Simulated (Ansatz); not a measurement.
The system is CoO.

```
CELL_PARAMETERS angstrom
0.00000 2.13150 2.13150
2.13150 0.00000 2.13150
2.13150 2.13150 0.00000
ATOMIC_POSITIONS crystal
Co 0.00000 0.00000 0.00000
O 0.50000 0.50000 0.50000
```

Base run:

| Quantity | Value |
| --- | --- |
| Program | Ansatz 0.2.0 |
| Functional | PBEsol |
| Potentials or basis | all-electron LAPW, scalar-relativistic |
| Cutoff | 360 eV |
| Density cutoff | 1438 eV |
| Basis error allowed | 0.001 eV/atom |
| k mesh | 11 × 11 × 11 |
| Occupations | fermi-dirac, width 0.05 eV |
| Spin | collinear spin, ferromagnetic start |
| Starting moments | [2.0, 0.0] μB |

Its results: pressure -10.8 GPa; net moment 2.96 μB per cell; site moments Co +2.60; O +0.34 μB.

Question: The run is repeated on the same cell with these changes: potentials or basis from all-electron LAPW, scalar-relativistic to all-electron LAPW, non-relativistic. What comes out?

Answer: Pressure -9.9 GPa; net moment 2.94 μB per cell; site moments Co +2.57; O +0.35 μB.

Caveats: a cell with one magnetic atom can't hold antiferromagnetic order, which such compounds often take.

Not every run made on this cell is shown here.
